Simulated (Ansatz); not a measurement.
# V as a host for H

These are results of DFT PBE, scalar-relativistic, plane waves, PAW in Ansatz 0.2.0, not measurements.

Cutoff 420 eV; k points 16×16×16 on the computed 1-atom cell (Γ-centred); Gaussian smearing, width 0.10 eV; no spin polarisation for the host; each changed cell takes a mesh and smearing chosen by its own gap and starts from the host's moments or customary ones, or runs without spin. Cells and atoms are relaxed to the nearest stationary point that keeps the symmetry of their start (forces under 0.02 to 0.04 eV/Å, stress under 0.1 to 0.2 GPa); energies are at zero smearing, without zero-point or thermal terms.

Relaxed host (gap on the mesh 0 eV):

```xyz
1
Lattice="-1.4990 1.4990 1.4990 1.4990 -1.4990 1.4990 1.4990 1.4990 -1.4990" Properties=species:S:1:pos:R:3 pbc="T T T"
V     0.0000    0.0000    0.0000
```

Cases: (1) 1 H in a 2×2×2 repeat of the cell, at (0.125 0.250 0.375) in fractions of that repeat, 1.68 Å from the nearest atom of the relaxed host.

The table gives the energy per H taken from half an H2 molecule (negative: uptake is favourable), the swelling and the final surroundings.

```json
{"case": "1", "formula": "V8H", "energy per H (eV)": "-0.42", "ΔV (%)": "+2.7", "principal strains (%)": "+1.0 +1.0 +0.7", "nearest host atoms of the first H": "4 (V) from 1.77 Å", "gap (eV)": "0"}
```

Each ion keeps what symmetry its start has, so a lower place off a symmetric site can be missed, above all for H.

Relaxed structure of case 1:

Space group I-4m2 (No. 119). a = 6.055 Å, b = 6.055 Å, c = 6.038 Å, α = 90.00°, β = 90.00°, γ = 90.00°
```tsv
atom	site	symmetry	x	y	z
V	8i	.m.	0.0000	0.7383	0.8703
V	8i	.m.	0.7530	0.5000	0.1212
H	2a	-4m2	0.5000	0.5000	0.5000
```